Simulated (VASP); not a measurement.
**BaTe in VASP 6.6.1, single-point calculation**

INCAR

```
LREAL = .FALSE.
ENCUT = 520
LCHARG = .FALSE.
METAGGA = MS2
PREC = High
NBANDS = 15
ISIF = 2
NELM = 120
LASPH = .TRUE.
ISMEAR = -1
EDIFF = 1E-7
SIGMA = 0.02
NSW = 0
LWAVE = .FALSE.
IBRION = -1
```

KPOINTS

```
KPOINTS created by Atomic Simulation Environment
0
Gamma
6 6 6
0 0 0
```

POSCAR

```
Ba Te
 1.0000000000000000
     0.0510428811000000    3.5323793129999999    3.5323793129999999
     3.5323793129999999    0.0510428811000000    3.5323793129999999
     3.5834221941000002    3.5834221941000002    0.0000000000000000
 Ba  Te
   1   1
Cartesian
  0.0000000000000000  0.0000000000000000  0.0000000000000000
  3.5834221940999997  3.5834221940999997  3.5323793129999994
```

The recommended PBE PAW datasets give the neutral cell 16 valence electrons.

Command

```
mpirun -np 1 vasp_std
```

OSZICAR

```
N       E                     dE             d eps       ncg     rms          rms(c)
DAV:   1     0.780567126755E+02    0.78057E+02   -0.59166E+03  1380   0.830E+02
DAV:   2    -0.290246200743E+01   -0.80959E+02   -0.75117E+02  1864   0.151E+02
DAV:   3    -0.712559288731E+01   -0.42231E+01   -0.42010E+01  1817   0.371E+01
DAV:   4    -0.719485635381E+01   -0.69263E-01   -0.69257E-01  1665   0.498E+00
DAV:   5    -0.719637322166E+01   -0.15169E-02   -0.15168E-02  1995   0.590E-01    0.708E+00
DAV:   6     0.135930874906E+01    0.85557E+01   -0.32401E+00  1401   0.163E+01    0.306E+00
DAV:   7     0.140694402679E+01    0.47635E-01   -0.21646E-01  2188   0.276E+00    0.120E+00
DAV:   8     0.137096004567E+01   -0.35984E-01   -0.69517E-02  1618   0.172E+00    0.652E-01
DAV:   9     0.136693623241E+01   -0.40238E-02   -0.39266E-03  1800   0.470E-01    0.368E-01
DAV:  10     0.136387761456E+01   -0.30586E-02   -0.68965E-03  1464   0.713E-01    0.295E-01
DAV:  11     0.136382836576E+01   -0.49249E-04   -0.57502E-04  1871   0.129E-01    0.325E-01
DAV:  12     0.136369062438E+01   -0.13774E-03   -0.16874E-04  1856   0.673E-02    0.475E-01
DAV:  13     0.136383750603E+01    0.14688E-03   -0.75900E-04  1924   0.193E-01    0.183E-01
DAV:  14     0.136377544880E+01   -0.62057E-04   -0.12669E-04  1659   0.755E-02    0.158E-01
DAV:  15     0.136378433136E+01    0.88826E-05   -0.10003E-05  1765   0.273E-02    0.848E-02
DAV:  16     0.136378173664E+01   -0.25947E-05   -0.22465E-05  1723   0.269E-02    0.222E-03
DAV:  17     0.136378115709E+01   -0.57955E-06   -0.31272E-06  1997   0.119E-02    0.242E-03
DAV:  18     0.136378172648E+01    0.56939E-06   -0.16367E-07  1592   0.302E-03    0.217E-03
DAV:  19     0.136378182745E+01    0.10097E-06   -0.81993E-08  1196   0.189E-03    0.656E-04
DAV:  20     0.136378179390E+01   -0.33546E-07   -0.26979E-08   858   0.104E-03
   1 F= 0.13637818E+01 E0= 0.13637818E+01  d E =-.947316E-13
```

From OUTCAR

```
k-points           NKPTS =     46   k-points in BZ     NKDIM =     46   number of bands    NBANDS=     15

   NELECT =      16.0000    total number of electrons

   dimension x,y,z NGX =    40 NGY =   40 NGZ =   40
   dimension x,y,z NGXF=    42 NGYF=   42 NGZF=   42

  energy-cutoff  :      520.00
  volume of cell :       88.13
      direct lattice vectors                 reciprocal lattice vectors
     0.051042881  3.532379313  3.532379313    -0.143623005  0.143623005  0.141547653
     3.532379313  0.051042881  3.532379313     0.143623005 -0.143623005  0.141547653
     3.583422194  3.583422194  0.000000000     0.139531424  0.139531424 -0.141547653

 k-points in reciprocal lattice and weights: KPOINTS created by Atomic Simulation Env
   0.00000000  0.00000000  0.00000000       0.005
   0.16666667 -0.00000000  0.00000000       0.019
   0.33333333 -0.00000000  0.00000000       0.019
   0.50000000  0.00000000  0.00000000       0.009
   0.16666667  0.16666667  0.00000000       0.009
   0.33333333  0.16666667  0.00000000       0.019
   0.50000000  0.16666667  0.00000000       0.019
  -0.33333333  0.16666667  0.00000000       0.019
   ...

 E-fermi :   2.4517

 k-point     1 :       0.0000    0.0000    0.0000
  band No.  band energies     occupation
      1     -25.5701      2.00000
      2     -10.5975      2.00000
      3     -10.5948      2.00000
      4     -10.5921      2.00000
      5      -7.5759      2.00000
      6       1.8600      2.00000
      7       1.9049      2.00000
      8       1.9572      2.00000
      9       5.0622      0.00000
     10       5.1127      0.00000
     11       5.2568      0.00000
     12       5.3698      0.00000
     13       5.8583      0.00000
     14       5.8593      0.00000
     15       9.1169      0.00000

 k-point     2 :       0.1667   -0.0000    0.0000
  band No.  band energies     occupation
      1     -25.5670      2.00000
      2     -10.6971      2.00000
      3     -10.5991      2.00000
      4     -10.5941      2.00000
      5      -7.4020      2.00000
      6       1.2041      2.00000
      7       1.5107      2.00000
      8       1.5791      2.00000
      9       5.2056      0.00000
     10       5.4045      0.00000
     11       5.5249      0.00000
     12       6.3511      0.00000
     13       6.5873      0.00000
     14       6.5954      0.00000
     15       9.9920      0.00000

 k-point     3 :       0.3333   -0.0000    0.0000
  band No.  band energies     occupation
      1     -25.5608      2.00000
      2     -10.8751      2.00000
      3     -10.6060      2.00000
      4     -10.5981      2.00000
      5      -7.0650      2.00000
      6       0.2032      2.00000
      7       0.9944      2.00000
      8       1.0709      2.00000
      9       5.5950      0.00000
     10       6.2828      0.00000
     11       6.4041      0.00000
     12       7.5902      0.00000
     13       8.1969      0.00000
     14       8.2014      0.00000
     15      10.4026      0.00000

 ...

  Total       -0.0576955     -0.0576955     -0.0639908     -0.1874413      0.0000000      0.0000000
  in kB       -1.0488446     -1.0488446     -1.1632867     -3.4074895      0.0000000      0.0000000
  external PRESSURE =      -1.0869920 kB  Pullay stress =       0.0000000 kB

 POSITION                                       TOTAL-FORCE (eV/Angst)
 -----------------------------------------------------------------------------------
      0.00000      0.00000      0.00000         0.000000     -0.000000      0.000000
      3.58342      3.58342      3.53238        -0.000000      0.000000      0.000000
 -----------------------------------------------------------------------------------
    total drift:                                0.000000     -0.000000     -0.000000

  FREE ENERGIE OF THE ION-ELECTRON SYSTEM (eV)
  ---------------------------------------------------
  free  energy   TOTEN  =         1.3637817939 eV

  energy  without entropy=        1.3637817939  energy(sigma->0) =        1.36378179
```

It converged. Results: gap between bands v and c on the k mesh 1.78 eV; least direct gap on the k mesh 2.15 eV; pressure -0.1 GPa. Band v is the last that the valence electrons fill when counted band by band, and c is the next.

For comparison, a separate PBE run of the intended cell, on usual settings and not on those above, gives a gap of 1.53 eV on its mesh and a pressure of 0.3 GPa.

The run above took about 4.1 min on one core of a shared host (Intel Xeon Platinum 8488C) and held 0.2 GiB at most.
